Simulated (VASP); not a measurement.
Output of a VASP run:

### OUTCAR
```
 ion  position               nearest neighbor table
   1  0.250  0.250  0.250-   3 2.04   3 2.04   3 2.04   3 2.04   2 2.36   2 2.36   2 2.36   2 2.36
                             2 2.36   2 2.36
   2  0.750  0.750  0.750-   3 2.04   3 2.04   3 2.04   3 2.04   1 2.36   1 2.36   1 2.36   1 2.36
                             1 2.36   1 2.36
   3  0.000  0.000  0.000-   1 2.04   2 2.04   2 2.04   2 2.04   2 2.04   1 2.04   1 2.04   1 2.04
  LATTYP: Found a face centered cubic cell.
 ALAT       =     4.7124000000
 Subroutine PRICEL returns:
 Original cell was already a primitive cell.
 Subroutine GETGRP returns: Found 48 space group operations
The static configuration has the point symmetry O_h .
The dynamic configuration has the point symmetry O_h .
 Subroutine INISYM returns: Found 48 space group operations
 Subroutine IBZKPT returns following result:
 Found     16 irreducible k-points:

 Following reciprocal coordinates:
            Coordinates               Weight
  0.000000  0.000000  0.000000      1.000000
  0.166667  0.000000  0.000000      8.000000
  0.333333  0.000000  0.000000      8.000000
  0.500000  0.000000  0.000000      4.000000
  0.166667  0.166667  0.000000      6.000000
  0.333333  0.166667  0.000000     24.000000
  0.500000  0.166667  0.000000     24.000000
 -0.333333  0.166667  0.000000     24.000000
 -0.166667  0.166667  0.000000     12.000000
  0.333333  0.333333  0.000000      6.000000
  0.500000  0.333333  0.000000     24.000000
 -0.333333  0.333333  0.000000     12.000000
  0.500000  0.500000  0.000000      3.000000
  0.500000  0.333333  0.166667     24.000000
 -0.333333  0.333333  0.166667     24.000000
 -0.333333  0.500000  0.166667     12.000000
   k-points           NKPTS =     16   k-points in BZ     NKDIM =     16   number of bands    NBANDS=     10
   number of dos      NEDOS =    301   number of ions     NIONS =      3
   total plane-waves  NPLWV =  21952
   dimension x,y,z NGX =    28 NGY =   28 NGZ =   28
   dimension x,y,z NGXF=    56 NGYF=   56 NGZF=   56
   ions per type =               2   1
   PREC   = accura    normal or accurate (medium, high low for compatibility)
   ISTART =      0    job   : 0-new  1-cont  2-samecut
   ICHARG =      2    charge: 1-file 2-atom 10-const
   ISPIN  =      1    spin polarized calculation?
   LNONCOLLINEAR =      F non collinear calculations
   LSORBIT =      F    spin-orbit coupling
   INIWAV =      1    electr: 0-lowe 1-rand  2-diag
   ENCUT  =  520.0 eV  38.22 Ry    6.18 a.u.   6.20  6.20  6.20*2*pi/ulx,y,z
   NELM   =    100;   NELMIN=  2; NELMDL= -5     # of ELM steps
   EDIFF  = 0.1E-05   stopping-criterion for ELM
   LREAL  =      F    real-space projection
   NLSPLINE    = F    spline interpolate recip. space projectors
   LMAXMIX     =    2 max onsite mixed and CHGCAR
   VOSKOWN=      0    Vosko Wilk Nusair interpolation
   EDIFFG = 0.1E-04   stopping-criterion for IOM
   NSW    =      0    number of steps for IOM
   NBLOCK =      1;   KBLOCK =      1    inner block; outer block
   IBRION =     -1    ionic relax: 0-MD 1-quasi-New 2-CG
   NFREE  =      0    steps in history (QN), initial steepest desc. (CG)
   ISIF   =      2    stress and relaxation
   ISYM   =      2    0-nonsym 1-usesym 2-fastsym
   TEIN   =    0.0    initial temperature
   TEBEG  =    0.0;   TEEND  =   0.0 temperature during run
   SMASS  =  -3.00    Nose mass-parameter (am)
   PSTRESS=    0.0 pullay stress
   NELECT =      12.0000    total number of electrons
   EFERMI =   0.00;   METHOD = LEGACY
   ISMEAR =     0;   SIGMA  =   0.05  broadening in eV -4-tet -1-fermi 0-gaus
   IALGO  =     38    algorithm
   LDIAG  =      T    sub-space diagonalisation (order eigenvalues)
   IMIX   =      4    mixing-type and parameters
     AMIX     =   0.40;   BMIX     =  1.00
     AMIX_MAG =   1.60;   BMIX_MAG =  1.00
     AMIN     =   0.10
   GGA     = PE    functional components
   VOSKOWN =     0    Vosko Wilk Nusair interpolation
   LHFCALC =     F    Hartree Fock is set to
   LHFONE  =     F    Hartree Fock one center treatment
   AEXX    =    0.0000 exact exchange contribution
...
```

**OSZICAR**
```
       N       E                     dE             d eps       ncg     rms          rms(c)
DAV:   1     0.398771792204E+02    0.39877E+02   -0.61662E+03   320   0.127E+03
DAV:   2    -0.107420332691E+02   -0.50619E+02   -0.48861E+02   380   0.232E+02
DAV:   3    -0.160219754754E+02   -0.52799E+01   -0.52611E+01   568   0.616E+01
DAV:   4    -0.161026871849E+02   -0.80712E-01   -0.80633E-01   416   0.820E+00
DAV:   5    -0.161032704185E+02   -0.58323E-03   -0.58322E-03   482   0.581E-01    0.746E+00
DAV:   6    -0.143778546464E+02    0.17254E+01   -0.10128E+01   322   0.198E+01    0.302E+00
DAV:   7    -0.143342408854E+02    0.43614E-01   -0.28218E-01   358   0.430E+00    0.147E+00
DAV:   8    -0.143319249666E+02    0.23159E-02   -0.61193E-02   378   0.310E+00    0.360E-01
DAV:   9    -0.143308366305E+02    0.10883E-02   -0.65563E-03   428   0.765E-01    0.113E-01
DAV:  10    -0.143313983107E+02   -0.56168E-03   -0.10572E-03   346   0.264E-01    0.640E-02
DAV:  11    -0.143313680430E+02    0.30268E-04   -0.61178E-05   418   0.991E-02    0.128E-02
DAV:  12    -0.143313702383E+02   -0.21953E-05   -0.72719E-06   406   0.266E-02    0.234E-03
DAV:  13    -0.143313705037E+02   -0.26540E-06   -0.91705E-07   354   0.948E-03
   1 F= -.14331371E+02 E0= -.14331371E+02  d E =-.476038E-20
```

File OUTCAR:
```
------------------------ aborting loop because EDIFF is reached ----------------------------------------
  FORCE on cell =-STRESS in cart. coord.  units (eV):
  Direction    XX          YY          ZZ          XY          YZ          ZX
  --------------------------------------------------------------------------------------
  Total       -0.6613480     -0.6613480     -0.6613480      0.0000000     -0.0000000     -0.0000000
  in kB      -40.5017889    -40.5017889    -40.5017889      0.0000000     -0.0000000     -0.0000000
  external PRESSURE =     -40.5017889 kB  Pullay stress =       0.0000000 kB
  volume of cell :       26.16
      direct lattice vectors                 reciprocal lattice vectors
     0.000000000  2.356200000  2.356200000    -0.212206095  0.212206095  0.212206095
     2.356200000  0.000000000  2.356200000     0.212206095 -0.212206095  0.212206095
     2.356200000  2.356200000  0.000000000     0.212206095  0.212206095 -0.212206095
 POSITION                                       TOTAL-FORCE (eV/Angst)
 -----------------------------------------------------------------------------------
      1.17810      1.17810      1.17810         0.000000     -0.000000      0.000000
      3.53430      3.53430      3.53430        -0.000000      0.000000     -0.000000
      0.00000      0.00000      0.00000         0.000000      0.000000      0.000000
 -----------------------------------------------------------------------------------
    total drift:                                0.000000      0.000000      0.000000
  FREE ENERGIE OF THE ION-ELECTRON SYSTEM (eV)
  ---------------------------------------------------
  free  energy   TOTEN  =       -14.3313705037 eV

  energy  without entropy=      -14.3313705037  energy(sigma->0) =      -14.33137050
```
(Selected blocks of OUTCAR.)

### POSCAR
```
Li2O
1
    0.0000000000     2.3562000000     2.3562000000
    2.3562000000     0.0000000000     2.3562000000
    2.3562000000     2.3562000000     0.0000000000
Li O
2 1
Direct
  0.2500000000   0.2500000000   0.2500000000
  0.7500000000   0.7500000000   0.7500000000
  0.0000000000   0.0000000000   0.0000000000
```

### Question
Reconstruct the remaining input files.

### Answer
This is not unique; one that fits is the input of the run itself, PBE GGA, plane waves, VASP's PBE PAW potentials (set 64).

File KPOINTS:
```
Automatic mesh
0
Gamma
 6 6 6
0 0 0
```

INCAR:
```
# general
SYSTEM = Li2O
PREC   = Accurate
ENCUT  = 520   # plane-wave cut-off (eV)
LREAL  = F
LASPH  = T   # aspherical one-centre terms

# electronic loop
EDIFF  = 1E-6
NELM   = 100   # most electronic steps
ALGO   = Normal

# smearing
ISMEAR = 0   # Gaussian
SIGMA  = 0.05

# functional
GGA    = PE   # PBE

# ions
ISIF   = 2   # forces and stress, cell fixed

# output
LWAVE  = F
LCHARG = F
```

POTCAR, in this order: Li_sv O (PBE.64 set). Program: vasp_std.

The compound is Li2O in the antifluorite structure. The cell was not relaxed at this level.
